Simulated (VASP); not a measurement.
Cs2AgBiBr6:

```
Bi Cs Ag Br
1.0
     0.00000    5.61610    5.61610
     5.61610    0.00000    5.61610
     5.61610    5.61610    0.00000
Bi Cs Ag Br
1 2 1 6
Direct
  0.00000 0.00000 0.00000
  0.75000 0.75000 0.75000
  0.25000 0.25000 0.25000
  0.50000 0.50000 0.50000
  0.74945 0.74945 0.25055
  0.25055 0.25055 0.74945
  0.74945 0.25055 0.25055
  0.74945 0.25055 0.74945
  0.25055 0.74945 0.74945
  0.25055 0.74945 0.25055
```

```yaml
Program: VASP 6.6.1
Task: relaxation of cell and atoms
Functional: RPBE
Potentials_or_basis: VASP PAW PBE potentials, release 64 (Bi_d, Cs_sv, Ag, Br)
Cutoff: 600 eV
k_mesh: 3 × 3 × 3
Occupations: fermi-dirac, width 0.05 eV
Spin: no spin polarisation
```

At the start: pressure 3.5 GPa; volume 35.43 Å³/atom.

Problem. Where does the relaxation end?

Solution. Over 13 steps the energy falls by 51.1 meV/atom and the volume is 41.06 Å³/atom (+15.9 %); space group Fm-3m (No. 225, to 0.05 Å).

Step by step:
| step | energy change (eV) | largest force (eV/Å) | pressure (GPa) | volume (Å³) |
| --- | --- | --- | --- | --- |
| 1 | 0.0000 | 0.2507 | 3.52 | 354.27 |
| 2 | -0.4675 | 0.1934 | 0.40 | 395.73 |
| 3 | -0.4743 | 0.2502 | 0.03 | 402.86 |
| 4 | -0.4743 | 0.2423 | 0.08 | 401.85 |
| 5 | -0.4902 | 0.1796 | 0.06 | 403.71 |
| 6 | -0.5104 | 0.0263 | 0.07 | 408.39 |
| 7 | -0.5112 | 0.0110 | 0.06 | 409.54 |
| 8 | -0.5112 | 0.0055 | 0.06 | 409.38 |
| 9 | -0.5114 | 0.0078 | -0.01 | 410.93 |
| 10 | -0.5114 | 0.0056 | 0.00 | 410.66 |
| 11 | -0.5114 | 0.0053 | 0.00 | 410.62 |
| 12 | -0.5113 | 0.0000 | 0.03 | 410.00 |
| 13 | -0.5114 | 0.0048 | 0.00 | 410.56 |

Final structure:
```xyz
10
Lattice="0.0000 5.8991 5.8991 5.8991 0.0000 5.8991 5.8991 5.8991 0.0000" Properties=species:S:1:pos:R:3 pbc="T T T"
Bi    0.0000    0.0000    0.0000
Cs    8.8486    8.8486    8.8486
Cs    2.9495    2.9495    2.9495
Ag    5.8991    5.8991    5.8991
Br    5.8991    5.8991    8.8757
Br    5.8991    5.8991    2.9224
Br    2.9224    5.8991    5.8991
Br    5.8991    8.8757    5.8991
Br    8.8757    5.8991    5.8991
Br    5.8991    2.9224    5.8991
```

Caveat: the volume moved by over 15 % at a fixed basis, so the end points are rough; the PAW data sets were made with another functional, which shifts forces and pressure a little.
